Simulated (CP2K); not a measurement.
Runs of CP2K 2026.2 on Ni. The structure is cubic, space group Fm-3m (No. 225). Conventional cell: a = 3.475 Å, b = 3.475 Å, c = 3.475 Å, α = 90.00°, β = 90.00°, γ = 90.00°. Ni (site symmetry m-3m) has 12 Ni at 2.46 Å as nearest neighbours. 

```tsv
task	level	potentials or basis	smearing	EPS_DEFAULT	MIXING METHOD	MIXING ALPHA	NBUFFER	NGRIDS	gap on the mesh (eV)	pressure (GPa)	moment (μB)
band structure	LDA	GTH_POTENTIALS Ni GTH-PADE-q18; TZVP-MOLOPT-PBE-GTH basis	fermi-dirac 0.1 eV	1.0E-9	BROYDEN_MIXING	0.2	10	5	none	-21.8	0.62
band structure	LDA	GTH_POTENTIALS Ni GTH-PADE-q18; TZVP-MOLOPT-SR-GTH basis	fermi-dirac 0.05 eV	1.0E-10	PULAY_MIXING	0.4	6	4	none	-11.9	0.63
band structure	PBEsol	GTH_POTENTIALS Ni GTH-PBE-q18; TZVP-MOLOPT-SR-GTH basis	fermi-dirac 0.0259 eV	1.0E-9	PULAY_MIXING	0.4	6	4	none	(a)	0.64
band structure	PBE	POTENTIAL_UZH Ni GTH-PBE-q18; TZVP-MOLOPT-PBE-GTH basis	fermi-dirac 0.05 eV	1.0E-9	BROYDEN_MIXING	0.2	10	5	none	7.7	0.64
single point	PBEsol	GTH_POTENTIALS Ni GTH-PBE-q18; TZVP-MOLOPT-SR-GTH basis	fermi-dirac 0.05 eV	1.0E-10	PULAY_MIXING	0.4	6	5	none	-2.1	0.64
band structure	PBEsol	POTENTIAL_UZH Ni GTH-PBE-q18; TZVP-MOLOPT-PBE-GTH basis	fermi-dirac 0.05 eV	1.0E-10	BROYDEN_MIXING	0.2	10	4	none	(b)	0.64
single point	PBE	POTENTIAL_UZH Ni GTH-PBE-q18; TZVP-MOLOPT-PBE-GTH basis	fermi-dirac 0.05 eV	1.0E-10	BROYDEN_MIXING	0.2	10	4	none	7.7	0.64
```

Alike in all rows: spin collinear, ferromagnetic start; cell as given; k mesh 13 × 13 × 13.

Q: Estimate the missing entries.

A: (a) -2.2; (b) -3.1.

Caveats: the basis of atomic orbitals isn't converged, which shifts pressures, moduli and gaps; the potentials were made for another functional, which shifts forces and pressure (some runs); so large a pressure means that the cell lies far from this level's equilibrium, or that cutoff or potentials fall short (some runs).

A k mesh can miss the band edges.

A gap of «none» marks a metal or a gap under the smearing width.

Not every run made on this cell is shown here.
